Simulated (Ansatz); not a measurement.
LaAlO$_{3}$:
Space group R-3c, hexagonal axes (No. 167); a = b = 5.3533 Å, c = 13.0485 Å, α = β = 90.00°, γ = 120.00°

| atom | site | symmetry | x | y | z |
|---|---|---|---|---|---|
| La | 6a | 32 | 0.0000 | 0.0000 | 0.2500 |
| Al | 6b | -3. | 0.0000 | 0.0000 | 0.0000 |
| O | 18e | .2 | 0.4641 | 0.4641 | 0.2500 |
(The calculation used a cell of 10 atoms; values per cell refer to that cell.)

Relaxed with PBEsol.

Decompose the optical modes at the zone centre into irreducible representations, and say which are infrared and Raman allowed.

Point group -3m: Γ_opt = A1g + 2A1u + 3A2g + 3A2u + 4Eg + 5Eu. Infrared: A2u, Eu. Raman: A1g, Eg.

Assign frequencies (DFPT, PBEsol in the plane-wave PAW code Ansatz; without the LO–TO term).

Eg 26, A2g 136, Eg 152, A2u 160, A1g 181, Eu 183, Eu 291, A1u 348, A2u 409, Eu 415, A2g 442, Eg 463, Eg 473, Eu 486, A1u 489, A2u 634, Eu 649, A2g 752 cm⁻¹.

The PBEsol relaxation kept the symmetry of its start; of distortions, only those at the zone centre were tested. Spin–orbit coupling is left out wherever it is not named.

Potentials: the later of the program's two PAW sets.
